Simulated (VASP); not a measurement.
Runs of VASP 6.6.1 on HfN. Symmetry: Fm-3m, No. 225, cubic system. Conventional cell: a = 4.512 Å, b = 4.512 Å, c = 4.512 Å, α = 90.00°, β = 90.00°, γ = 90.00°. Hf (site symmetry m-3m) has 6 N at 2.26 Å as nearest neighbours. N (site symmetry m-3m) has 6 Hf at 2.26 Å as nearest neighbours. 

```csv
level,spin,k mesh,pressure (GPa)
r2SCAN,"SOC, no magnetisation",7 × 7 × 7,0.3
rSCAN,off,10 × 10 × 10,(b)
SCAN,"SOC, no magnetisation",7 × 7 × 7,-3.1
r2SCAN,off,10 × 10 × 10,-0.1
SCAN,off,10 × 10 × 10,(a)
```

Alike in all rows: task band structure; potentials or basis VASP PAW PBE potentials, release 64 (Hf_pv, N); cell as given; cutoff (eV) 520; smearing fermi-dirac 0.05 eV.

**Question.** Estimate the missing entries.

**Answer.** (a) -3.5; (b) -1.0.

Caveats: the PAW data sets were made with another functional, which shifts forces and pressure a little.
